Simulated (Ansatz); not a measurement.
**A series in space group Fm-3m**

All 5 crystals share space group Fm-3m (No. 225) and the same kinds of sites, 2 atoms in the primitive cell. They are database entries and needn't be the stable phases. The set is a selection: crystals with unstable modes on a coarse mesh or in a metal were left out. Cells are relaxed by PAW under the functional.

Quantity: harmonic phonons by finite displacements (no LO-TO term; negative means unstable), on a 2×2×2 q mesh. Level: LDA, all-electron LAPW in Ansatz 0.2.0, scalar-relativistic.

```tsv
crystal	cell (conventional)	k mesh	smearing (eV)	highest mode (cm⁻¹)	lowest at L (cm⁻¹)	lowest at X (cm⁻¹)	highest at Γ (cm⁻¹)
PbSe	a = 6.041 Å	10×10×10	0.08	147	57.7	34.7	54.6
SnTe	a = 6.236 Å	10×10×10	none	?	?	?	?
BaTe	a = 6.866 Å	6×6×6	none	118	75.2	40.8	99.3
TiN	a = 4.172 Å	14×14×14	0.10	622	205	271	552
ZrN	a = 4.525 Å	14×14×14	0.10	515	169	206	512
```

Problem. What did the calculation give for SnTe?

Solution. highest mode = 125 cm⁻¹, lowest at L = 81.2 cm⁻¹, lowest at X = 34.7 cm⁻¹, highest at Γ = 22.5 cm⁻¹.

Limits of these numbers: the gap is closed or tiny at this level, so small that the run used smearing; responses move with mesh and smearing (PbSe); no spin-orbit coupling on heavy atoms (PbSe); the gap is tiny at this level, and band order or a closed gap can change these values (SnTe); rock-salt SnTe distorts to a rhombohedral form at low temperature, and its gap hangs on spin-orbit coupling (SnTe); responses of metals move with mesh and smearing (TiN, ZrN).
